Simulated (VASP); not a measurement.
# Ge (Fd-3m) in VASP: further runs

The runs below take Ge through relaxation of cell and atoms, with r2SCAN, r2SCAN+rVV10.

Program: VASP 6.6.1. These are calculated values, not measurements. Logs are shortened: lines on timing, memory, paths and dates and some standing lists are left out, and cuts for length are marked.

## Step 1: The crystal as given

The structure is cubic, space group Fd-3m (No. 227). The conventional cell has a = 5.658 Å, b = 5.658 Å, c = 5.658 Å, α = 90.00°, β = 90.00°, γ = 90.00°. Ge (site symmetry -43m) has 4 Ge at 2.45 Å as nearest neighbours.

## Step 2: Relaxation of cell and atoms, r2SCAN

INCAR

```
PREC = Accurate
ENCUT = 600
EDIFF = 1E-7
ISMEAR = 0
SIGMA = 0.1
LREAL = F
LASPH = T
NELM = 100
ALGO = Normal
ISIF = 3
LWAVE = F
LCHARG = F
METAGGA = R2SCAN
LMIXTAU = T
IBRION = 2
NSW = 90
EDIFFG = -0.005
```

KPOINTS

```
Automatic mesh
0
Gamma
  14 14 14
```

POSCAR

```
Ge
1.0
    0.0000000000      2.8287700000      2.8287700000
    2.8287700000      0.0000000000      2.8287700000
    2.8287700000      2.8287700000      0.0000000000
Ge
2
Direct
    0.5000000000      0.5000000000      0.5000000000
    0.7500000000      0.7500000000      0.7500000000
```

Potentials or basis: VASP PAW PBE potentials, release 64 (Ge_d).

Started as:

```console
$ cat potpaw_PBE.64/Ge_d/POTCAR > POTCAR
$ mpirun -np 1 vasp_std > vasp.out
```

OUTCAR:

```text
PREC = Accurate
   ENCUT = 600
   EDIFF = 1E-7
   ISMEAR = 0
   LREAL = F
   LASPH = T
   NELM = 100
   ISIF = 3
   METAGGA = R2SCAN
   IBRION = 2
   NSW = 90
   EDIFFG = -0.005

 ion  position               nearest neighbor table
   1  0.500  0.500  0.500-   2 2.45   2 2.45   2 2.45   2 2.45
   2  0.750  0.750  0.750-   1 2.45   1 2.45   1 2.45   1 2.45

  LATTYP: Found a face centered cubic cell.
 ALAT       =     5.6575400000

  Lattice vectors:

 A1 = (   0.0000000000,   2.8287700000,   2.8287700000)
 A2 = (   2.8287700000,   0.0000000000,   2.8287700000)
 A3 = (   2.8287700000,   2.8287700000,   0.0000000000)

Analysis of symmetry for initial positions (statically):
=====================================================================
 Subroutine PRICEL returns:
 Original cell was already a primitive cell.

 Routine SETGRP: Setting up the symmetry group for a
 face centered cubic supercell.

 Subroutine GETGRP returns: Found 48 space group operations
 (whereof 24 operations were pure point group operations)
 out of a pool of 48 trial point group operations.

The static configuration has the point symmetry T_d .
 The point group associated with its full space group is O_h .

Analysis of symmetry for dynamics (positions and initial velocities):
=====================================================================
 Subroutine PRICEL returns:
 Original cell was already a primitive cell.

 Routine SETGRP: Setting up the symmetry group for a
 face centered cubic supercell.

 Subroutine GETGRP returns: Found 48 space group operations
 (whereof 24 operations were pure point group operations)
 out of a pool of 48 trial point group operations.

The dynamic configuration has the point symmetry T_d .
 The point group associated with its full space group is O_h .

 Subroutine INISYM returns: Found 48 space group operations
 (whereof 24 operations are pure point group operations),
 and found     1 'primitive' translations

----------------------------------------------------------------------------------------

                                     Primitive cell

  volume of cell :      45.2713

  direct lattice vectors                    reciprocal lattice vectors
     0.000000000  2.828770000  2.828770000    -0.176755268  0.176755268  0.176755268
     2.828770000  0.000000000  2.828770000     0.176755268 -0.176755268  0.176755268
     2.828770000  2.828770000  0.000000000     0.176755268  0.176755268 -0.176755268

  length of vectors
     4.000484899  4.000484899  4.000484899     0.306149105  0.306149105  0.306149105

  position of ions in fractional coordinates (direct lattice)
     0.500000000  0.500000000  0.500000000
     0.750000000  0.750000000  0.750000000

  ion indices of the primitive-cell ions
   primitive index   ion index
                 1           1
                 2           2

----------------------------------------------------------------------------------------

 KPOINTS: Automatic mesh

Automatic generation of k-mesh.
 Grid dimensions read from file:
 generate k-points for:   14   14   14

 Generating k-lattice:

  Cartesian coordinates                     Fractional coordinates (reciprocal lattice)
    -0.012625376  0.012625376  0.012625376     0.071428571  0.000000000  0.000000000
     0.012625376 -0.012625376  0.012625376     0.000000000  0.071428571  0.000000000
     0.012625376  0.012625376 -0.012625376     0.000000000  0.000000000  0.071428571

  Length of vectors
     0.021867793  0.021867793  0.021867793

  Shift w.r.t. Gamma in fractional coordinates (k-lattice)
     0.000000000  0.000000000  0.000000000

 Subroutine IBZKPT returns following result:
 ===========================================

 Found    104 irreducible k-points:

 Following reciprocal coordinates:
            Coordinates               Weight
  0.000000  0.000000  0.000000      1.000000
  0.071429  0.000000  0.000000      8.000000
  0.142857  0.000000  0.000000      8.000000
  0.214286  0.000000  0.000000      8.000000
  0.285714  0.000000  0.000000      8.000000
  0.357143  0.000000  0.000000      8.000000
[... 16 lines left out ...]
  0.214286  0.142857  0.000000     24.000000
  0.285714  0.142857  0.000000     24.000000
 [... further k-points ...]
   k-points           NKPTS =    104   k-points in BZ     NKDIM =    104   number of bands    NBANDS=     18
   number of dos      NEDOS =    301   number of ions     NIONS =      2
   total plane-waves  NPLWV =  32768
   dimension x,y,z NGX =    32 NGY =   32 NGZ =   32
   dimension x,y,z NGXF=    64 NGYF=   64 NGZF=   64
   ions per type =               2
   NGX,Y,Z   is equivalent  to a cutoff of  13.30, 13.30, 13.30 a.u.
   NGXF,Y,Z  is equivalent  to a cutoff of  26.60, 26.60, 26.60 a.u.
 SYSTEM =  unknown system
   PREC   = accura    normal or accurate (medium, high low for compatibility)
   ISTART =      0    job   : 0-new  1-cont  2-samecut
   ICHARG =      2    charge: 1-file 2-atom 10-const
   ISPIN  =      1    spin polarized calculation?
   LNONCOLLINEAR =      F non collinear calculations
   LSORBIT =      F    spin-orbit coupling
   LASPH  =      T    aspherical Exc in radial PAW
   ENCUT  =  600.0 eV  44.10 Ry    6.64 a.u.   7.99  7.99  7.99*2*pi/ulx,y,z
   NELM   =    100;   NELMIN=  2; NELMDL= -5     # of ELM steps
   EDIFF  = 0.1E-06   stopping-criterion for ELM
   LREAL  =      F    real-space projection
   EDIFFG = -.5E-02   stopping-criterion for IOM
   NSW    =     90    number of steps for IOM
   IBRION =      2    ionic relax: 0-MD 1-quasi-New 2-CG
   NFREE  =      1    steps in history (QN), initial steepest desc. (CG)
   ISIF   =      3    stress and relaxation
   ISYM   =      2    0-nonsym 1-usesym 2-fastsym
   POTIM  = 0.5000    time-step for ionic-motion
   TEBEG  =    0.0;   TEEND  =   0.0 temperature during run
   PSTRESS=    0.0 pullay stress
   NELECT =      28.0000    total number of electrons
   NUPDOWN=      -1.0000    fix difference up-down
   EMIN   =  10.00;   EMAX   =-10.00  energy-range for DOS
   EFERMI =   0.00;   METHOD = LEGACY
   ISMEAR =     0;   SIGMA  =   0.10  broadening in eV -4-tet -1-fermi 0-gaus
   EFERMI_NEDOS =   21; number of points for ismear=-14 and -15
   IALGO  =     38    algorithm
   IMIX   =      4    mixing-type and parameters
     AMIX     =   0.40;   BMIX     =  1.00
     AMIX_MAG =   1.60;   BMIX_MAG =  1.00
  volume/ion in A,a.u.               =      22.64       152.75
  Fermi-wavevector in a.u.,A,eV,Ry     =   1.394825  2.635838 26.470653  1.945538
  Thomas-Fermi vector in A             =   2.518337
   LORBIT       =      0    0 simple, 1 ext, 2 COOP (PROOUT), +10 PAW based schemes
   METAGGA = R2SCAN    functional components
   LHFCALC =     F    Hartree Fock is set to
   AEXX    =    0.0000 exact exchange contribution
   IVDW    =     0    specifies the selected vdW correction
   LEPSILON=     F    determine dielectric tensor
   LRPA    =     F    only Hartree local field effects (RPA)
 conjugate gradient relaxation of ions
 non-spin polarized calculation
 Gauss-broadening in eV      SIGMA  =   0.10
  energy-cutoff  :      600.00
  volume of cell :       45.27
 maximum number of plane-waves:      1526
   NGX = 15   NGY = 15   NGZ = 15

--------------------------------------- Ionic step        1  -------------------------------------------

 number of electron      28.0000013 magnetization

 Free energy of the ion-electron system (eV)
  ---------------------------------------------------
  ext. energy  EPLUGINS =         0.00000000
  ---------------------------------------------------
  free energy    TOTEN  =       -27.74518951 eV

  energy without entropy =      -27.74518790  energy(sigma->0) =      -27.74518871

------------------------ aborting loop because EDIFF is reached ----------------------------------------

  FORCE on cell =-STRESS in cart. coord.  units (eV):
  Direction    XX          YY          ZZ          XY          YZ          ZX
  --------------------------------------------------------------------------------------
  -------------------------------------------------------------------------------------
  Total        0.2239491      0.2239491      0.2239491      0.0000000      0.0000000     -0.0000000
  in kB        7.9256899      7.9256899      7.9256899      0.0000000      0.0000000     -0.0000000
  external PRESSURE =       7.9256899 kB  Pullay stress =       0.0000000 kB

 VOLUME and BASIS-vectors are now :
 -----------------------------------------------------------------------------
  energy-cutoff  :      600.00
  volume of cell :       45.27
      direct lattice vectors                 reciprocal lattice vectors
     0.000000000  2.828770000  2.828770000    -0.176755268  0.176755268  0.176755268
     2.828770000  0.000000000  2.828770000     0.176755268 -0.176755268  0.176755268
     2.828770000  2.828770000  0.000000000     0.176755268  0.176755268 -0.176755268
[... 37 lines left out ...]
 POSITION                                       TOTAL-FORCE (eV/Angst)
 -----------------------------------------------------------------------------------
      2.84405      2.84405      2.84405         0.000000     -0.000000      0.000000
      4.26608      4.26608      4.26608        -0.000000      0.000000     -0.000000
 -----------------------------------------------------------------------------------
    total drift:                               -0.000000     -0.000000      0.000000

  FREE ENERGIE OF THE ION-ELECTRON SYSTEM (eV)
  ---------------------------------------------------
  free  energy   TOTEN  =       -27.7460611964 eV

  energy  without entropy=      -27.7460461924  energy(sigma->0) =      -27.74605369

--------------------------------------- Ionic step        3  -------------------------------------------

 number of electron      28.0000020 magnetization

 Free energy of the ion-electron system (eV)
  ---------------------------------------------------
  ext. energy  EPLUGINS =         0.00000000
  ---------------------------------------------------
  free energy    TOTEN  =       -27.74635955 eV

  energy without entropy =      -27.74635218  energy(sigma->0) =      -27.74635587

 E-fermi :   4.8645     XC(G=0): -10.7651

 val. band max:        4.6977779171   @ k =   0.0000   0.0000   0.0000
 cond. band min:       5.0012641806   @ k =   0.0000   0.0000   0.0000
 fundamental gap:      0.3034862635
 Fermi energy:         4.8644731422

 k-point     1 :       0.0000    0.0000    0.0000
  band No.  band energies     occupation
      1     -20.7814      2.00000
      2     -20.7814      2.00000
      3     -20.7814      2.00000
      4     -20.7427      2.00000
      5     -20.7427      2.00000
      6     -20.5310      2.00000
[... 10 lines left out ...]
     17       7.4074      0.00000
     18       7.4074      0.00000
[... 463 lines left out ...]
 k-point    24 :       0.2857    0.1429    0.0000
  band No.  band energies     occupation
      1     -20.8065      2.00000
      2     -20.7981      2.00000
      3     -20.7755      2.00000
      4     -20.7135      2.00000
      5     -20.6898      2.00000
      6     -20.5947      2.00000
[... 10 lines left out ...]
     17       9.8668      0.00000
     18       9.9769      0.00000

 [... further k-points ...]
[... 5 lines left out ...]
  --------------------------------------------------------------------------------------
  -------------------------------------------------------------------------------------
  Total        0.0034323      0.0034323      0.0034323      0.0000000      0.0000000     -0.0000000
  in kB        0.1201869      0.1201869      0.1201869      0.0000000      0.0000000     -0.0000000
  external PRESSURE =       0.1201869 kB  Pullay stress =       0.0000000 kB

 VOLUME and BASIS-vectors are now :
 -----------------------------------------------------------------------------
  energy-cutoff  :      600.00
  volume of cell :       45.76
      direct lattice vectors                 reciprocal lattice vectors
     0.000000000  2.838810139  2.838810139    -0.176130130  0.176130130  0.176130130
     2.838810139  0.000000000  2.838810139     0.176130130 -0.176130130  0.176130130
     2.838810139  2.838810139  0.000000000     0.176130130  0.176130130 -0.176130130

 POSITION                                       TOTAL-FORCE (eV/Angst)
 -----------------------------------------------------------------------------------
      2.83881      2.83881      2.83881         0.000000      0.000000     -0.000000
      4.25822      4.25822      4.25822        -0.000000     -0.000000      0.000000
 -----------------------------------------------------------------------------------
    total drift:                               -0.000000     -0.000000      0.000000

  FREE ENERGIE OF THE ION-ELECTRON SYSTEM (eV)
  ---------------------------------------------------
  free  energy   TOTEN  =       -27.7463595496 eV

  energy  without entropy=      -27.7463521830  energy(sigma->0) =      -27.74635587

 reached required accuracy - stopping structural energy minimisation
```

Run time: 11 min. Hardware: 1 thread of Intel Xeon Platinum 8559C (Emerald Rapids), shared host; peak memory 0.25 GiB.

What came out:

```
Free energy                            : -27.7464 eV
Relaxed volume                         : 22.88 Å³/atom
Relaxed cell                           : a = 4.015 Å, b = 4.015 Å, c = 4.015 Å, α = 60.00°, β = 60.00°, γ = 60.00°
Space group after relaxing (to 0.05 Å) : Fd-3m (No. 227)
Energy gained by relaxing              : 0.6 meV/atom
Ionic steps                            : 3
Pressure after relaxing                : 0.0 GPa
Band gap on the k mesh                 : 0.30 eV, direct
```

The path:
```
step  energy change (eV)  largest force (eV/Å)  pressure (GPa)  volume (Å³)
   1              0.0000                0.0000            0.79        45.27
   2             -0.0009                0.0000           -0.34        46.01
   3             -0.0012                0.0000            0.01        45.76
```

Final structure:
```cif
data_structure
_symmetry_space_group_name_H-M 'P 1'
_symmetry_Int_Tables_number 1
_cell_length_a 4.0147
_cell_length_b 4.0147
_cell_length_c 4.0147
_cell_angle_alpha 60.000
_cell_angle_beta 60.000
_cell_angle_gamma 60.000
_cell_volume 45.76
loop_
_atom_site_label
_atom_site_type_symbol
_atom_site_fract_x
_atom_site_fract_y
_atom_site_fract_z
_atom_site_occupancy
Ge1 Ge 0.50000 0.50000 0.50000 1
Ge2 Ge 0.75000 0.75000 0.75000 1
```

Caveat: the PAW data sets were made with another functional, which shifts forces and pressure a little.

## Step 3: Relaxation of cell and atoms, r2SCAN+rVV10

Changes to INCAR since step 2:

```diff
@@ -14,2 +14,6 @@
 LMIXTAU = T
+LUSE_VDW = T
+IVDW_NL = 2
+BPARAM = 11.95
+CPARAM = 0.0093
 IBRION = 2
```

KPOINTS is that of step 2.

POSCAR is that of step 2.

Potentials or basis: VASP PAW PBE potentials, release 64 (Ge_d).

Started as:

```console
$ cat potpaw_PBE.64/Ge_d/POTCAR > POTCAR
$ mpirun -np 1 vasp_std > vasp.out
```

It took 7.9 min on 1 thread of Intel Xeon Platinum 8559C (Emerald Rapids), shared host; peak memory 0.36 GiB.

Results (log left out):

```yaml
Free_energy: -26.9165 eV
Relaxed_volume: 22.61 Å³/atom
Relaxed_cell: a = 3.999 Å, b = 3.999 Å, c = 3.999 Å, α = 60.00°, β = 60.00°, γ = 60.00°
Space_group_after_relaxing_to_0.05_Å: Fd-3m (No. 227)
Energy_gained_by_relaxing: 0.0 meV/atom
Ionic_steps: 2
Pressure_after_relaxing: 0.0 GPa
Band_gap_on_the_k_mesh: 0.42 eV, direct
```

Final structure:
```yaml
crystal:
  lattice:
    - [0.00000, 2.82784, 2.82784]
    - [2.82784, 0.00000, 2.82784]
    - [2.82784, 2.82784, 0.00000]
  atoms:
    - { symbol: Ge, position: [0.50000, 0.50000, 0.50000] }
    - { symbol: Ge, position: [0.75000, 0.75000, 0.75000] }
```

Levels at points of the mesh, in eV from the valence-band top:
| k point | band 10 | band 11 | band 12 | band 13 | band 14 | band 15 | band 16 | band 17 | band 18 |
| --- | --- | --- | --- | --- | --- | --- | --- | --- | --- |
| (0.00, 0.00, 0.00) | -25.20 | -13.32 | 0.00 | 0.00 | 0.00 | 0.42 | 2.70 | 2.70 | 2.70 |
| (0.50, 0.00, 0.00) | -25.18 | -11.12 | -7.89 | -1.49 | -1.49 | 0.43 | 3.98 | 3.98 | 7.57 |
| (0.50, 0.50, 0.00) | -25.17 | -9.22 | -9.22 | -3.24 | -3.24 | 0.93 | 0.93 | 10.12 | 10.12 |

Caveat: the PAW data sets were made with another functional, which shifts forces and pressure a little. r2SCAN opens gaps a little over a GGA but as a rule still falls short of measured ones.
